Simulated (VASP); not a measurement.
# Tl (P6_3/mmc) in VASP: single point with PBEsol

Aim: the single point of Tl with PBEsol.

All numbers are computed with VASP 6.6.1; they aren't measurements. Logs are shortened: lines on timing, memory, paths and dates and some standing lists are left out, and cuts for length are marked.

**1. The cell of the first run**

The structure is hexagonal, space group P6_3/mmc (No. 194). Conventional cell: a = 3.501 Å, b = 3.501 Å, c = 5.598 Å, α = 90.00°, β = 90.00°, γ = 120.00°. Tl (site symmetry -6m2) is surrounded by 12 Tl at 3.45 to 3.50 Å.

**2. Single point, PBEsol (functional pbesol, volume scaled by 1.04)**

The input, INCAR:

```
SYSTEM = Tl
PREC     = Accurate       ! precision mode
ENCUT    = 520            ! plane-wave cutoff, eV
EDIFF    = 1E-6           ! SCF threshold, eV
ISMEAR   = -1             ! smearing method
SIGMA    = 0.03           ! smearing width, eV
LREAL    = .False.        ! projectors in reciprocal space
LASPH    = .True.         ! aspherical terms in the spheres
NELM     = 100            ! most SCF steps
ALGO     = Fast           ! electronic algorithm
ISIF     = 2              ! what is computed and relaxed
LWAVE    = .False.        ! write WAVECAR
LCHARG   = .False.        ! write CHGCAR
GGA      = PS             ! functional
NBANDS   = 20             ! bands
```

The input, KPOINTS:

```
regular mesh
0
Gamma
  12 12 7
  0 0 0
```

The input, POSCAR:

```
Tl
1.0
    3.5014772345      0.0000000000      0.0000000000
   -1.7507386173      3.0323682359      0.0000000000
    0.0000000000      0.0000000000      5.5977057061
Tl
2
Direct
    0.3333333333      0.6666666667      0.2500000000
    0.6666666667      0.3333333333      0.7500000000
```

Potentials or basis: VASP PAW PBE potentials, release 64 (Tl_d).

On the command line:

```bash
$ cat potpaw_PBE.64/Tl_d/POTCAR > POTCAR
$ mpirun -np 1 vasp_std > vasp.out
```

OUTCAR:

```text
SYSTEM = Tl
   PREC = Accurate
   ENCUT = 520
   EDIFF = 1E-6
   ISMEAR = -1
   LREAL = .False.
   LASPH = .True.
   NELM = 100
   ISIF = 2
   GGA = PS

 ion  position               nearest neighbor table
   1  0.333  0.667  0.250-   2 3.45   2 3.45   2 3.45   2 3.45   2 3.45   2 3.45
   2  0.667  0.333  0.750-   1 3.45   1 3.45   1 3.45   1 3.45   1 3.45   1 3.45

  LATTYP: Found a hexagonal cell.
 ALAT       =     3.5014772345
 C/A-ratio  =     1.5986697417

  Lattice vectors:

 A1 = (   3.5014772345,   0.0000000000,   0.0000000000)
 A2 = (  -1.7507386173,   3.0323682359,   0.0000000000)
 A3 = (   0.0000000000,   0.0000000000,   5.5977057061)

Analysis of symmetry for initial positions (statically):
=====================================================================
 Subroutine PRICEL returns:
 Original cell was already a primitive cell.

 Routine SETGRP: Setting up the symmetry group for a
 hexagonal supercell.

 Subroutine GETGRP returns: Found 24 space group operations
 (whereof 12 operations were pure point group operations)
 out of a pool of 24 trial point group operations.

The static configuration has the point symmetry D_3d.
 The point group associated with its full space group is D_6h.

Analysis of symmetry for dynamics (positions and initial velocities):
=====================================================================
 Subroutine PRICEL returns:
 Original cell was already a primitive cell.

 Routine SETGRP: Setting up the symmetry group for a
 hexagonal supercell.

 Subroutine GETGRP returns: Found 24 space group operations
 (whereof 12 operations were pure point group operations)
 out of a pool of 24 trial point group operations.

The dynamic configuration has the point symmetry D_3d.
 The point group associated with its full space group is D_6h.

 Subroutine INISYM returns: Found 24 space group operations
 (whereof 12 operations are pure point group operations),
 and found     1 'primitive' translations

----------------------------------------------------------------------------------------

                                     Primitive cell

  volume of cell :      59.4351

  direct lattice vectors                    reciprocal lattice vectors
     3.501477234  0.000000000  0.000000000     0.285593746  0.164887626  0.000000000
    -1.750738617  3.032368236  0.000000000     0.000000000  0.329775252  0.000000000
     0.000000000  0.000000000  5.597705706     0.000000000  0.000000000  0.178644618

  length of vectors
     3.501477234  3.501477235  5.597705706     0.329775252  0.329775252  0.178644618

  position of ions in fractional coordinates (direct lattice)
     0.333333333  0.666666667  0.250000000
     0.666666667  0.333333333  0.750000000

  ion indices of the primitive-cell ions
   primitive index   ion index
                 1           1
                 2           2

----------------------------------------------------------------------------------------

 KPOINTS: regular mesh

Automatic generation of k-mesh.
 Grid dimensions read from file:
 generate k-points for:   12   12    7

 Generating k-lattice:

  Cartesian coordinates                     Fractional coordinates (reciprocal lattice)
     0.023799479  0.013740636  0.000000000     0.083333333  0.000000000  0.000000000
     0.000000000  0.027481271  0.000000000     0.000000000  0.083333333  0.000000000
     0.000000000  0.000000000  0.025520660     0.000000000  0.000000000  0.142857143

  Length of vectors
     0.027481271  0.027481271  0.025520660

  Shift w.r.t. Gamma in fractional coordinates (k-lattice)
     0.000000000  0.000000000  0.000000000

 Subroutine IBZKPT returns following result:
 ===========================================

 Found     76 irreducible k-points:

 Following reciprocal coordinates:
            Coordinates               Weight
  0.000000  0.000000  0.000000      1.000000
  0.083333 -0.000000  0.000000      6.000000
  0.166667  0.000000  0.000000      6.000000
  0.250000  0.000000  0.000000      6.000000
  0.333333  0.000000  0.000000      6.000000
  0.416667  0.000000  0.000000      6.000000
[... 16 lines left out ...]
  0.250000  0.000000  0.142857     12.000000
  0.333333  0.000000  0.142857     12.000000
 [... further k-points ...]
   k-points           NKPTS =     76   k-points in BZ     NKDIM =     76   number of bands    NBANDS=     20
   number of dos      NEDOS =    301   number of ions     NIONS =      2
   total plane-waves  NPLWV =  32928
   dimension x,y,z NGX =    28 NGY =   28 NGZ =   42
   dimension x,y,z NGXF=    56 NGYF=   56 NGZF=   84
   ions per type =               2
   NGX,Y,Z   is equivalent  to a cutoff of  13.29, 13.29, 12.47 a.u.
   NGXF,Y,Z  is equivalent  to a cutoff of  26.59, 26.59, 24.95 a.u.
 SYSTEM =  Tl
   PREC   = accura    normal or accurate (medium, high low for compatibility)
   ISTART =      0    job   : 0-new  1-cont  2-samecut
   ICHARG =      2    charge: 1-file 2-atom 10-const
   ISPIN  =      1    spin polarized calculation?
   LNONCOLLINEAR =      F non collinear calculations
   LSORBIT =      F    spin-orbit coupling
   LASPH  =      T    aspherical Exc in radial PAW
   ENCUT  =  520.0 eV  38.22 Ry    6.18 a.u.   6.51  6.51 10.41*2*pi/ulx,y,z
   NELM   =    100;   NELMIN=  2; NELMDL= -5     # of ELM steps
   EDIFF  = 0.1E-05   stopping-criterion for ELM
   LREAL  =      F    real-space projection
   EDIFFG = 0.1E-04   stopping-criterion for IOM
   NSW    =      0    number of steps for IOM
   IBRION =     -1    ionic relax: 0-MD 1-quasi-New 2-CG
   NFREE  =      0    steps in history (QN), initial steepest desc. (CG)
   ISIF   =      2    stress and relaxation
   ISYM   =      2    0-nonsym 1-usesym 2-fastsym
   POTIM  = 0.5000    time-step for ionic-motion
   TEBEG  =    0.0;   TEEND  =   0.0 temperature during run
   PSTRESS=    0.0 pullay stress
   NELECT =      26.0000    total number of electrons
   NUPDOWN=      -1.0000    fix difference up-down
   EMIN   =  10.00;   EMAX   =-10.00  energy-range for DOS
   EFERMI =   0.00;   METHOD = LEGACY
   ISMEAR =    -1;   SIGMA  =   0.03  broadening in eV -4-tet -1-fermi 0-gaus
   EFERMI_NEDOS =   21; number of points for ismear=-14 and -15
   IALGO  =     68    algorithm
   IMIX   =      4    mixing-type and parameters
     AMIX     =   0.40;   BMIX     =  1.00
     AMIX_MAG =   1.60;   BMIX_MAG =  1.00
  volume/ion in A,a.u.               =      29.72       200.54
  Fermi-wavevector in a.u.,A,eV,Ry     =   1.242753  2.348463 21.013316  1.544435
  Thomas-Fermi vector in A             =   2.377094
   LORBIT       =      0    0 simple, 1 ext, 2 COOP (PROOUT), +10 PAW based schemes
   GGA     = PS    functional components
   LHFCALC =     F    Hartree Fock is set to
   AEXX    =    0.0000 exact exchange contribution
   IVDW    =     0    specifies the selected vdW correction
   LEPSILON=     F    determine dielectric tensor
   LRPA    =     F    only Hartree local field effects (RPA)
 non-spin polarized calculation
 RMM-DIIS sequential band-by-band and
  energy-cutoff  :      520.00
  volume of cell :       59.44
 maximum number of plane-waves:      1641
 NGX is ok and might be reduce to    28
   NGX = 13   NGY = 13   NGZ = 21

 number of electron      26.0000001 magnetization

 Free energy of the ion-electron system (eV)
  ---------------------------------------------------
  ext. energy  EPLUGINS =         0.00000000
  ---------------------------------------------------
  free energy    TOTEN  =        -5.24789331 eV

  energy without entropy =       -5.24510835  energy(sigma->0) =       -5.24650083

 E-fermi :   6.0334     XC(G=0): -10.1759

 val. band max:        6.0164251907   @ k =   0.2500   0.1667   0.0000
 cond. band min:       6.0430417762   @ k =   0.3333   0.0000   0.4286
 fundamental gap:      0.0266165855
 Fermi energy:         6.0334113576

 k-point     1 :       0.0000    0.0000    0.0000
  band No.  band energies     occupation
      1      -5.6801      2.00000
      2      -5.4805      2.00000
      3      -5.4581      2.00000
      4      -5.4581      2.00000
      5      -5.4098      2.00000
      6      -5.4098      2.00000
[... 12 lines left out ...]
     19      16.5527      0.00000
     20      16.5560      0.00000

 k-point     2 :       0.0833   -0.0000    0.0000
  band No.  band energies     occupation
      1      -5.6594      2.00000
      2      -5.5049      2.00000
      3      -5.4309      2.00000
      4      -5.4279      2.00000
      5      -5.4105      2.00000
      6      -5.3844      2.00000
[... 12 lines left out ...]
     19      16.6878      0.00000
     20      17.2410      0.00000

 k-point     3 :       0.1667    0.0000    0.0000
  band No.  band energies     occupation
      1      -5.6403      2.00000
      2      -5.5128      2.00000
      3      -5.4271      2.00000
      4      -5.4170      2.00000
      5      -5.3992      2.00000
      6      -5.3589      2.00000
[... 12 lines left out ...]
     19      15.9607      0.00000
     20      17.6084      0.00000

 k-point     4 :       0.2500    0.0000    0.0000
  band No.  band energies     occupation
      1      -5.6811      2.00000
      2      -5.5033      2.00000
      3      -5.4898      2.00000
      4      -5.4387      2.00000
      5      -5.4079      2.00000
      6      -5.2713      2.00000
[... 12 lines left out ...]
     19      15.3104      0.00000
     20      16.7999      0.00000

 k-point     5 :       0.3333    0.0000    0.0000
  band No.  band energies     occupation
      1      -5.7371      2.00000
      2      -5.5703      2.00000
      3      -5.5357      2.00000
      4      -5.4753      2.00000
      5      -5.3496      2.00000
      6      -5.2577      2.00000
[... 12 lines left out ...]
     19      14.6070      0.00000
     20      16.1612      0.00000
[... 353 lines left out ...]
      6      -5.3953      2.00000
[... 12 lines left out ...]
     19      16.3140      0.00000
     20      17.0620      0.00000

 k-point    22 :       0.1667    0.0000    0.1429
  band No.  band energies     occupation
      1      -5.6324      2.00000
      2      -5.5065      2.00000
      3      -5.4614      2.00000
      4      -5.4326      2.00000
      5      -5.4180      2.00000
      6      -5.3252      2.00000
[... 12 lines left out ...]
     19      15.6499      0.00000
     20      17.1247      0.00000

 k-point    23 :       0.2500    0.0000    0.1429
  band No.  band energies     occupation
      1      -5.6728      2.00000
      2      -5.5369      2.00000
      3      -5.4869      2.00000
      4      -5.4286      2.00000
      5      -5.3965      2.00000
      6      -5.2818      2.00000
[... 12 lines left out ...]
     19      14.9711      0.00000
     20      16.3275      0.00000

 k-point    24 :       0.3333    0.0000    0.1429
  band No.  band energies     occupation
      1      -5.7261      2.00000
      2      -5.6106      2.00000
      3      -5.5191      2.00000
      4      -5.4569      2.00000
      5      -5.3438      2.00000
      6      -5.3014      2.00000
[... 12 lines left out ...]
     19      14.3868      0.00000
     20      15.7666      0.00000

 [... further k-points ...]

------------------------ aborting loop because EDIFF is reached ----------------------------------------

  FORCE on cell =-STRESS in cart. coord.  units (eV):
  Direction    XX          YY          ZZ          XY          YZ          ZX
  --------------------------------------------------------------------------------------
  -------------------------------------------------------------------------------------
  Total       -0.3383526     -0.3383526     -0.8501657      0.0000000     -0.0000000      0.0000000
  in kB       -9.1208804     -9.1208804    -22.9176910      0.0000000     -0.0000000      0.0000000
  external PRESSURE =     -13.7198172 kB  Pullay stress =       0.0000000 kB

 VOLUME and BASIS-vectors are now :
 -----------------------------------------------------------------------------
  energy-cutoff  :      520.00
  volume of cell :       59.44
      direct lattice vectors                 reciprocal lattice vectors
     3.501477234  0.000000000  0.000000000     0.285593746  0.164887626  0.000000000
    -1.750738617  3.032368236  0.000000000     0.000000000  0.329775252  0.000000000
     0.000000000  0.000000000  5.597705706     0.000000000  0.000000000  0.178644618

 POSITION                                       TOTAL-FORCE (eV/Angst)
 -----------------------------------------------------------------------------------
     -0.00000      2.02158      1.39943        -0.000000      0.000000      0.000000
      1.75074      1.01079      4.19828         0.000000     -0.000000      0.000000
 -----------------------------------------------------------------------------------
    total drift:                               -0.000000      0.000000      0.000000

  FREE ENERGIE OF THE ION-ELECTRON SYSTEM (eV)
  ---------------------------------------------------
  free  energy   TOTEN  =        -5.2478933066 eV

  energy  without entropy=       -5.2451083505  energy(sigma->0) =       -5.24650083
```

Wall time 27 s (1 thread of Intel Xeon 6975P-C (Granite Rapids), shared host); peak memory 0.22 GiB.

Results:

```yaml
Free_energy: -5.2479 eV
Pressure: -1.4 GPa
Band_gap_on_the_k_mesh: none (metal or under the smearing width)
```

Caveat: the PAW data sets were made with another functional, which shifts forces and pressure a little.
